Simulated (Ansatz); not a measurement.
Stackings of close-packed layers of NaF (capitals for Na, lower case for the other element), each relaxed to a stress under 0.05 GPa; energies count from the stacking AcBaCb (Fm-3m).

Level of theory: Ansatz 0.2.0, DFT PBE, scalar-relativistic, plane waves, PAW.

Cutoff 420 eV, Gaussian smearing of 0.02 eV, energies at zero smearing, symmetry of each start kept, no spin polarisation.

```tsv
start	atoms	k mesh	excess energy (meV/atom)	spacing of like layers (Å)	a (Å)	gap on the mesh (eV)
AbAc	4	9×9×6	43.9	2.847	3.254	5.99
AcBc	4	9×9×6	56.1	2.876	3.251	5.52
AcBcAbCb	8	9×9×3	29.2	2.804	3.284	5.80
AcBaCbAbCaBc	12	9×9×2	19.7	2.775	3.297	5.88
AcBcAbCaBc	10	9×9×3	23.5	2.786	3.292	5.80
AcBaCaBcAcBaCaBc	16	9×9×2	29.2	2.803	3.284	5.80
```

An odd mesh misses points on the zone edge, so a gap read on it can be too wide.

Cost: 6 runs of about 5.9 core-minutes in all, on Arm Neoverse V2 (shared hosts).